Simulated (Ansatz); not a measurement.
ZnS: single point with PBE

**The experiment to reproduce.**

“Electronic, vibrational, and thermodynamic properties of ZnS (zincblende and rocksalt structure)”, 2009, arxiv:0911.5022 quotes, for a bulk crystal of ZnS at 19 K: band gap 3.85 eV (direct).

The system is ZnS.

```
Zn S
1.0
     0.00000    2.70200    2.70200
     2.70200    0.00000    2.70200
     2.70200    2.70200    0.00000
Zn S
1 1
Direct
  0.75000 0.75000 0.75000
  0.00000 0.00000 0.00000
```

```
Program             : Ansatz 0.2.0
Task                : single point
Functional          : PBE
Potentials or basis : all-electron LAPW, scalar-relativistic
Cutoff              : 280 eV (chosen from the basis error)
Basis error allowed : 0.001 eV/atom
k mesh              : 9 × 9 × 9
Occupations         : gaussian, width 0.026 eV
Spin                : no spin polarisation
```

| Item | Value |
| --- | --- |
| Pressure | 1.6 GPa |
| Band gap on the k mesh | 2.11 eV, direct |

Levels at points of the mesh, in eV from the valence-band top:
```
           k point  band 15  band 16  band 17  band 18  band 19  band 20
(0.00, 0.00, 0.00)     0.00     0.00     0.00     2.11     6.37     6.37
```

It took 13 s on 1 thread of Arm Neoverse V1 (shared host), peak memory 0.27 GiB.

Against the measured gap of ZnS, 3.85 eV (direct; 19 K; quoted in “Electronic, vibrational, and thermodynamic properties of ZnS (zincblende and rocksalt structure)”, 2009, arxiv:0911.5022), the calculated 2.11 eV is off by -1.74 eV. The value is that of PBE, without temperature or zero-point motion. Semilocal functionals fall short of measured gaps as a rule.
